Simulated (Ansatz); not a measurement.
**How far is PAW off for SrO?**

```yaml
crystal:
  lattice:
    - [0.00000, 2.80659, 2.80659]
    - [2.80659, 0.00000, 2.80659]
    - [2.80659, 2.80659, 0.00000]
  atoms:
    - { symbol: Sr, position: [0.00000, 0.00000, 0.00000] }
    - { symbol: O, position: [0.25000, 0.25000, 0.25000] }
```

Atom numbers follow the list: Sr1, O2.

The structure comes from a relaxation in the same program, started in the zincblende type, and has space group F-43m. Whether it is a known phase or the ground state wasn't checked.

Methods: DFT, LDA, PAW with Ansatz's default frozen-core files, scalar-relativistic (Ansatz 0.2.0); DFT, LDA, all-electron LAPW, scalar-relativistic (Ansatz 0.2.0).

For PAW: a Γ-centred 11×11×11 k mesh, Fermi–Dirac smearing of 0.03 eV, cutoff 420 eV, no spin polarisation; the PAW files were made with PBE, and the program remakes their frozen cores for this functional. LAPW targets a basis error of 0.5 meV/atom. The Ansatz runs share mesh, smearing and spin set-up. Plane-wave (PAW) pressures include the program's estimate of the Pulay term.

Stress and pressure are positive in compression.

Levels count from the top of the valence band.

```tsv
quantity	PAW	LAPW
pressure (GPa)	-4.63	-4.61
band gap (eV)	2.260	2.261
highest filled level at K (eV)	-0.161	-0.162
lowest empty level at K (eV)	4.359	4.359
highest filled level at Γ (eV)	-0.828	-0.829
lowest empty level at Γ (eV)	2.260	2.261
highest filled level at W (eV)	0.000	0.000
lowest empty level at W (eV)	4.364	4.364
```
